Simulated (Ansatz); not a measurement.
**Sb, a database entry at a rescaled volume**

```
Sb
1.0
     3.31495    0.00000    0.00000
    -1.65748    2.87083    0.00000
     0.00000    0.00000    5.20637
Sb
2
Direct
  0.33333 0.66667 0.25000
  0.66667 0.33333 0.75000
```

Method: PBE, no spin polarisation; PAW, plane waves to 420 eV, 12×12×7 Γ-centred mesh, fermi-dirac occupations (width 0.1 eV) (Ansatz 0.2.0), atoms fixed.

(1) Is the cell too large or too small?

(2) Is there a gap?

(3) What do density and ELF say about some of the short contacts?

Origin: a database entry at a rescaled volume.

## Answers

(1) The pressure is 7.6 GPa (compression positive), so with the atoms held at these fractions the cell would first expand.

(2) It is a metal, with about 1.3 states/eV a cell as the mean within 0.25 eV of the Fermi level, mostly Sb p (89 %).

(3) Sb–Sb at 3.23 Å: least valence density 0.20 e/Å³ and ELF 0.36 there. Both are smooth PAW fields, read partly inside the augmentation spheres.
